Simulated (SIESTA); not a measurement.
Rh:

```
Rh
1.0
     0.00000    1.89785    1.89785
     1.89785    0.00000    1.89785
     1.89785    1.89785    0.00000
Rh
1
Direct
  0.00000 0.00000 0.00000
```

```yaml
Program: SIESTA 5.4.2
Task: single point
Functional: PBE
Potentials_or_basis: PseudoDojo 0.4 standard (PBE files)
Basis: DZP (energy shift 0.002 Ry)
Grid_cutoff: 800 Ry
Energy_shift: 0.002 Ry
k_mesh: 12 × 12 × 12
Occupations: fermi-dirac, width 0.05 eV
Spin: no spin polarisation
```

On this cell: pressure 9.9 GPa; band gap on the k mesh none (metal or under the smearing width).

The same run follows on a disturbed copy (cell strained at random at fixed volume):

```
Rh
1.0
    -0.03933    1.88309    1.96246
     1.90193    0.03281    1.89032
     1.92465    1.83367    0.01009
Rh
1
Direct
  0.00477 0.00350 0.99418
```

Task: What does the disturbed cell give?

Result: The energy (extrapolated to zero smearing) moves by +41.0 meV/atom; pressure 11.2 GPa; band gap on the k mesh none (metal or under the smearing width).

Stress tensor (GPa, compression positive):
```
 6.60  1.95  5.45
 1.95 17.80 -9.98
 5.45 -9.98  9.32
```

Caveats: semicore shells carry a single zeta, which can move pressures by several GPa and volumes by a few percent; the basis of atomic orbitals isn't converged, which shifts pressures, moduli and gaps.
